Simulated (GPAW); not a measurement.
# SnSe (Fm-3m) in GPAW: convergence with k mesh

Aim: find how far k mesh must go before the results for SnSe settle, at RPBE. This setting moves, with any that are tied to it; all else stays.

Program: GPAW 26.7.0. These are calculated values, not measurements. Logs are shortened: lines on timing, memory, paths and dates and some standing lists are left out, and cuts for length are marked. The log counts tension as positive stress, the text compression.

### Step 1. Starting point

The structure is cubic, space group Fm-3m (No. 225). Conventional cell: a = 6.020 Å, b = 6.020 Å, c = 6.020 Å, α = 90.00°, β = 90.00°, γ = 90.00°. Around Sn (site symmetry m-3m) lie 6 Se at 3.01 Å. Se (site symmetry m-3m) has 6 Sn at 3.01 Å as nearest neighbours.

Measurements of this composition are mostly on another form, of space group No. 62.

### Step 2. With k mesh 2 × 2 × 2

run.py reads:

```python
from ase import Atoms
from ase.dft.bandgap import bandgap
from ase.io import write
from ase.units import GPa
from gpaw import GPAW, PW

atoms = Atoms(['Sn', 'Se'],
              cell=[[0.0, 3.01, 3.01],
                    [3.01, 0.0, 3.01],
                    [3.01, 3.01, 0.0]],
              scaled_positions=[[0.0, 0.0, 0.0],
                                [0.5, 0.5, 0.5]],
              pbc=True)

calc = GPAW(mode=PW(600),
            xc='RPBE',
            kpts={'size': (2, 2, 2), 'gamma': True},
            occupations={'name': 'fermi-dirac', 'width': 0.05},
            nbands=19,
            convergence={'density': 1e-05, 'energy': 1e-05},
            maxiter=100,
            txt='gpaw.txt')
atoms.calc = calc
energy = atoms.get_potential_energy()
forces = atoms.get_forces()
stress = atoms.get_stress()
calc.write('gs.gpw')
write('result.traj', atoms)
print(f'Energy: {energy:.6f} eV')
print('Forces (eV/A):')
print(forces.round(4))
print('Stress (GPa):', (stress / GPa).round(3))
print('Fermi level:', round(calc.get_fermi_level(), 4), 'eV')
print(f'Gap: {bandgap(calc)[0]:.4f} eV, direct: {bandgap(calc, direct=True)[0]:.4f} eV')
```

Potentials or basis: the program's PAW data sets (release 1.2.1) made for this functional, pw.

Launch:

```sh
OMP_NUM_THREADS=1 python run.py
```

gpaw.txt:

```text
__  _  _
 | _ |_)|_||  |
 |__||  | ||/\| - 26.7.0

Input parameters:
  mode=PW(ecut=600.0),
  convergence={'density': 1e-05, 'energy': 1e-05},
  kpts=MonkhorstPack(size=(2, 2, 2), gamma=True),
  maxiter=100,
  nbands=19,
  occupations=Occupations(name='fermi-dirac', width=0.05),
  xc=XC(name='RPBE')

Diagonalizing LCAO Hamiltonian
Converting LCAO to pw mode

                Se

       Sn

Atoms  # Å, Bohr magnetons
|   | symbol |        x |        y |        z |    initial magnetic moments |
|---|--------|----------|----------|----------|-----------------------------|
| 0 |     Sn | 0.000000 | 0.000000 | 0.000000 | ( 0.0000,  0.0000,  0.0000) |
| 1 |     Se | 3.010000 | 3.010000 | 3.010000 | ( 0.0000,  0.0000,  0.0000) |

Unit cell  # Å
| periodic |        x |        y |        z |  lengths |    angles |
|----------|----------|----------|----------|----------|-----------|
|      yes | 0.000000 | 3.010000 | 3.010000 | 4.256783 | 60.000000 |
|      yes | 3.010000 | 0.000000 | 3.010000 | 4.256783 | 60.000000 |
|      yes | 3.010000 | 3.010000 | 0.000000 | 4.256783 | 60.000000 |

Number of symmetries: 48
Symmetry operations  # r_c * U_cc + t_c -> r_c
|    | kind |            matrix            |
|----|------|------------------------------|
|  0 |  σ   |  1, 0, 0,  1, 0,-1,  1,-1, 0 |
|  1 |  C2  |  1, 0, 0,  1,-1, 0,  1, 0,-1 |
|  2 |  E   |  1, 0, 0,  0, 1, 0,  0, 0, 1 |
|  3 |  σ   |  1, 0, 0,  0, 0, 1,  0, 1, 0 |
|  4 |  C4  |  1, 0,-1,  1, 0, 0,  1,-1, 0 |
|  5 |  S6  |  1, 0,-1,  1,-1, 0,  1, 0, 0 |
|  6 |  σ   |  1, 0,-1,  0, 1,-1,  0, 0,-1 |
|  7 |  C3  |  1, 0,-1,  0, 0,-1,  0, 1,-1 |
|  8 |  S6  |  1,-1, 0,  1, 0, 0,  1, 0,-1 |
|  9 |  C4  |  1,-1, 0,  1, 0,-1,  1, 0, 0 |
| 10 |  C3  |  1,-1, 0,  0,-1, 1,  0,-1, 0 |
| 11 |  σ   |  1,-1, 0,  0,-1, 0,  0,-1, 1 |
| 12 |  σ   |  0, 1, 0,  1, 0, 0,  0, 0, 1 |
| 13 |  C4  |  0, 1, 0,  0, 1,-1, -1, 1, 0 |
| 14 |  C3  |  0, 1, 0,  0, 0, 1,  1, 0, 0 |
| 15 |  S6  |  0, 1, 0, -1, 1, 0,  0, 1,-1 |
| 16 |  C2  |  0, 1,-1,  1, 0,-1,  0, 0,-1 |
| 17 |  σ   |  0, 1,-1,  0, 1, 0, -1, 1, 0 |
| 18 |  S4  |  0, 1,-1,  0, 0,-1,  1, 0,-1 |
| 19 |  C4  |  0, 1,-1, -1, 1, 0,  0, 1, 0 |
| 20 |  C3  |  0, 0, 1,  1, 0, 0,  0, 1, 0 |
| 21 |  σ   |  0, 0, 1,  0, 1, 0,  1, 0, 0 |
[... 120 lines left out ...]

density mixing:
  MSR1-Mixer
  Pratt-step length: 0.05
  Maximum mixing coefficient: 0.75
  Old densities: 10
  SVD Regularization: 0.005
  Good broyden scale: 1.0
  Trust region scale: 1.0
  Backstep threshold: 4.0
  History deletion threshold: 6.0
  Fourier metric: weight=20.0, sigma=0.015

occupation numbers:
  Fermi-Dirac:
    width: 0.0500  # eV

poisson solver:
  ecut: 4800.0  # eV

xc functional:
  name: RPBE with 2 nearest neighbor stencil

convergence criteria:
[... 6 lines left out ...]
|iter     | |      energy | eigst |  dens |
|---------|-|-------------|-------|-------|
|iter:   1| |   -6.772606 | -0.20 |       |
|iter:   2| |   -6.718889 | -2.57 | -1.31 |
|iter:   3| |   -6.514867 | -1.96 | -1.35 |
|iter:   4| |   -6.515914 | -3.71 | -2.08 |
|iter:   5| |   -6.516418 | -4.44 | -2.50 |
|iter:   6| |   -6.516449 | -5.50 | -3.28 |
|iter:   7| |   -6.516452c| -6.77 | -3.94 |
|iter:   8| |   -6.516452c| -7.70c| -4.75 |
|iter:   9| |   -6.516452c| -7.94c| -5.39c|

Converged in 9 steps
Energy contributions relative to reference atoms: (reference = -234129.504907)

Energy contributions:
  Kinetic:          12.254643
  Coulomb:         -11.874482
  Zero:             -0.058882
  External:          0.000000
  Xc:               -6.837041
  Entropy:          -0.001380
  Spinorbit:         0.000000
  ----------------------------
  Free energy:      -6.517142
  Extrapolated:     -6.516452

dipole moment: (-20.135244, -20.135244, -20.135244)  # |e|*Ang

Fermi level: 6.383
Eigenvalues  # (at kpt = [0.000, 0.000, 0.000])
| band index |      eig [eV] | occ [0-2] |
|------------|---------------|-----------|
|          0 |       -16.049 |     2.000 |
|        ... |               |           |
|          2 |       -16.049 |     2.000 |
|          3 |       -16.048 |     2.000 |
|          4 |       -16.048 |     2.000 |
|          5 |        -7.679 |     2.000 |
|          6 |         1.009 |     2.000 |
|          7 |         3.960 |     2.000 |
[... 9 lines left out ...]
|         17 |        14.231 |     0.000 |
|         18 |        14.308 |     0.000 |

Gap: 0.626 eV
Transition (v -> c):
  (s=0, k=2, n=9, [0.50, 0.50, 0.50]) -> (s=0, k=2, n=10, [0.50, 0.50, 0.50])
No difference between direct/indirect transitions

Forces  # eV/Ang
|       x |        y |        z |
|---------|----------|----------|
| 0.00000 | -0.00000 |  0.00000 |  # Sn   0
| 0.00000 | -0.00000 | -0.00000 |  # Se   1

Stress tensor  # eV/Ang^3
|         x |         y |         z |
|-----------|-----------|-----------|
| -0.003686 | -0.000000 | -0.000000 |
| -0.000000 | -0.003686 |  0.000000 |
| -0.000000 |  0.000000 | -0.003686 |

# Writing to gs.gpw (mode='')
```

stdout:

```text
Energy: -6.516452 eV
Forces (eV/A):
[[ 0. -0.  0.]
 [ 0. -0. -0.]]
Stress (GPa): [-0.591 -0.591 -0.591  0.    -0.    -0.   ]
Fermi level: 6.3828 eV
Gap: 0.6264 eV, direct: 0.6264 eV
```

Wall time 3.9 s (1 thread of Arm Neoverse V1, shared host); peak memory 0.14 GiB.

Results:

```
Free energy            : -6.5171 eV
Pressure               : 0.6 GPa
Band gap on the k mesh : 0.63 eV, direct
```

### Step 3. With k mesh 3 × 3 × 3

Edit run.py of step 2 so:

```diff
@@ -16,3 +16,3 @@
             xc='RPBE',
-            kpts={'size': (2, 2, 2), 'gamma': True},
+            kpts={'size': (3, 3, 3), 'gamma': True},
             occupations={'name': 'fermi-dirac', 'width': 0.05},
```

Potentials or basis: the program's PAW data sets (release 1.2.1) made for this functional, pw.

Launch:

```sh
OMP_NUM_THREADS=1 python run.py
```

It took 4.5 s on 1 thread of Arm Neoverse V1, shared host; peak memory 0.14 GiB.

Results:

- Free energy: -7.9102 eV
- Pressure: 0.9 GPa

### Step 4. With k mesh 4 × 4 × 4

Edit run.py of step 3 so:

```diff
@@ -16,3 +16,3 @@
             xc='RPBE',
-            kpts={'size': (3, 3, 3), 'gamma': True},
+            kpts={'size': (4, 4, 4), 'gamma': True},
             occupations={'name': 'fermi-dirac', 'width': 0.05},
```

Launch:

```sh
OMP_NUM_THREADS=1 python run.py
```

It took 6.5 s on 1 thread of Arm Neoverse V1, shared host; peak memory 0.14 GiB.

Results (log left out):

```yaml
Free_energy: -7.7406 eV
Pressure: 1.0 GPa
Band_gap_on_the_k_mesh: 0.55 eV, direct
```

### Step 5. With k mesh 5 × 5 × 5

Edit run.py of step 4 so:

```diff
@@ -16,3 +16,3 @@
             xc='RPBE',
-            kpts={'size': (4, 4, 4), 'gamma': True},
+            kpts={'size': (5, 5, 5), 'gamma': True},
             occupations={'name': 'fermi-dirac', 'width': 0.05},
```

Launch:

```sh
OMP_NUM_THREADS=1 python run.py
```

It took 7.5 s on 1 thread of Arm Neoverse V1, shared host; peak memory 0.15 GiB.

Results (log left out):

```
Free energy : -7.7213 eV
Pressure    : 2.2 GPa
```

### Step 6. With k mesh 6 × 6 × 6

Edit run.py of step 5 so:

```diff
@@ -16,3 +16,3 @@
             xc='RPBE',
-            kpts={'size': (5, 5, 5), 'gamma': True},
+            kpts={'size': (6, 6, 6), 'gamma': True},
             occupations={'name': 'fermi-dirac', 'width': 0.05},
```

Potentials or basis: the program's PAW data sets (release 1.2.1) made for this functional, pw.

Launch:

```sh
OMP_NUM_THREADS=1 python run.py
```

It took 11 s on 1 thread of Arm Neoverse V1, shared host; peak memory 0.15 GiB.

The run converged. Its results:

```
Free energy            : -7.7131 eV
Pressure               : 2.1 GPa
Band gap on the k mesh : 0.55 eV, direct
```

### Step 7. With k mesh 7 × 7 × 7

Edit run.py of step 6 so:

```diff
@@ -16,3 +16,3 @@
             xc='RPBE',
-            kpts={'size': (6, 6, 6), 'gamma': True},
+            kpts={'size': (7, 7, 7), 'gamma': True},
             occupations={'name': 'fermi-dirac', 'width': 0.05},
```

Launch:

```sh
OMP_NUM_THREADS=1 python run.py
```

Run time: 13 s. Hardware: 1 thread of Arm Neoverse V1, shared host; peak memory 0.16 GiB.

The run converged. Its results:

| Property | Result |
| --- | --- |
| Free energy | -7.6981 eV |
| Pressure | 2.4 GPa |

### Step 8. With k mesh 8 × 8 × 8

Edit run.py of step 7 so:

```diff
@@ -16,3 +16,3 @@
             xc='RPBE',
-            kpts={'size': (7, 7, 7), 'gamma': True},
+            kpts={'size': (8, 8, 8), 'gamma': True},
             occupations={'name': 'fermi-dirac', 'width': 0.05},
```

Launch:

```sh
OMP_NUM_THREADS=1 python run.py
```

It took 17 s on 1 thread of Arm Neoverse V1, shared host; peak memory 0.16 GiB.

Results (log left out):

```yaml
Free_energy: -7.6976 eV
Pressure: 2.4 GPa
Band_gap_on_the_k_mesh: 0.56 eV, direct
```

### Step 9. With k mesh 10 × 10 × 10

Edit run.py of step 8 so:

```diff
@@ -16,3 +16,3 @@
             xc='RPBE',
-            kpts={'size': (8, 8, 8), 'gamma': True},
+            kpts={'size': (10, 10, 10), 'gamma': True},
             occupations={'name': 'fermi-dirac', 'width': 0.05},
```

Potentials or basis: the program's PAW data sets (release 1.2.1) made for this functional, pw.

Launch:

```sh
OMP_NUM_THREADS=1 python run.py
```

Wall time 26 s (1 thread of Arm Neoverse V1, shared host); peak memory 0.18 GiB.

Results (log left out):

```
Free energy            : -7.6922 eV
Pressure               : 2.5 GPa
Band gap on the k mesh : 0.49 eV, indirect (least direct gap 0.56 eV)
```

### Step 10. Summary

| k mesh | energy less the tightest run, at zero smearing (meV/atom) | pressure (GPa) | SCF cycles | CPU time (s) | peak memory (GiB) |
| --- | --- | --- | --- | --- | --- |
| 2 × 2 × 2 | 587.85 | 0.59 | 9 | 3.9 | 0.14 |
| 3 × 3 × 3 | -109.00 | 0.86 | 9 | 4.5 | 0.14 |
| 4 × 4 × 4 | -24.14 | 1.02 | 9 | 6.5 | 0.14 |
| 5 × 5 × 5 | -14.56 | 2.24 | 9 | 7.5 | 0.15 |
| 6 × 6 × 6 | -10.45 | 2.07 | 9 | 11 | 0.15 |
| 7 × 7 × 7 | -2.96 | 2.44 | 9 | 13 | 0.16 |
| 8 × 8 × 8 | -2.69 | 2.40 | 9 | 17 | 0.16 |
| 10 × 10 × 10 | 0.00 | 2.51 | 9 | 26 | 0.18 |

Not settled before the last step: the energy (to 1 meV/atom), the pressure (to 0.1 GPa). Meshes of other sizes hit other points, so gaps and Fermi surfaces needn't settle smoothly. The tightest run that finished is the yardstick and may itself not be fully converged.

Caveats: spin-orbit coupling is left out, which moves the levels of the heavy elements.
